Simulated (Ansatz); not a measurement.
# Response of HgTe to small distortions

```xyz
2
Lattice="0.0000 3.2235 3.2235 3.2235 0.0000 3.2235 3.2235 3.2235 0.0000" Properties=species:S:1:pos:R:3 pbc="T T T"
Hg    0.0000    0.0000    0.0000
Te    4.8353    4.8353    4.8353
```

Atoms are numbered in the order listed.

The conventional cell has a = 6.447 Å, b = 6.447 Å, c = 6.447 Å, α = 90.00°, β = 90.00°, γ = 90.00°. Hg (atom 1) is surrounded by 4 Te at 2.79 Å. Te (atom 2) has 4 Hg at 2.79 Å as nearest neighbours.

The cell is COD entry 1539232, as deposited and not checked against the literature; nothing was relaxed.

No spin–orbit coupling, which matters for the heavy atoms here.

These are results of Ansatz 0.2.0, DFT, PBEsol, PAW with Ansatz's default frozen-core files, scalar-relativistic, not measurements.

The runs use a Γ-centred 9×9×9 k mesh, Fermi–Dirac smearing of 0.05 eV, cutoff 420 eV, no spin polarisation; the PAW files were made with PBE, and the program remakes their frozen cores for this functional.

The unchanged cell is at 1.32 GPa.

In a metal, stresses and small energies carry noise from the k mesh.

x, y and z are the Cartesian axes of the cell as listed; fractional coordinates follow a strain, and an engineering shear is twice the off-diagonal strain component.

(1) With this change (equal xy, yz and zx engineering shear strains of -2 %), what becomes of the energy and stress and forces?

(2) With this change (equal xy, yz and zx engineering shear strains of -1 %), what becomes of the energy and stress and forces?

(3) With this change (equal xy, yz and zx engineering shear strains of +1 %), what becomes of the energy and stress and forces?

With equal xy, yz and zx engineering shear strains of +2 %: energy change +5.1 meV/atom; stress change (xx, yy, zz, yz, xz, xy) 0.09, 0.09, 0.09, -0.79, -0.79, -0.79 GPa, compression positive; change of the force on Te2 (0.104, 0.104, 0.104) eV/Å.

Results:

(1) Energy change +5.5 meV/atom; stress change (xx, yy, zz, yz, xz, xy) 0.10, 0.10, 0.10, 0.88, 0.88, 0.88 GPa, compression positive; change of the force on Te2 (-0.133, -0.133, -0.133) eV/Å.

(2) Energy change +1.4 meV/atom; stress change (xx, yy, zz, yz, xz, xy) 0.02, 0.02, 0.02, 0.43, 0.43, 0.43 GPa, compression positive; change of the force on Te2 (-0.062, -0.062, -0.062) eV/Å.

(3) Energy change +1.3 meV/atom; stress change (xx, yy, zz, yz, xz, xy) 0.02, 0.02, 0.02, -0.41, -0.41, -0.41 GPa, compression positive; change of the force on Te2 (0.055, 0.055, 0.055) eV/Å.
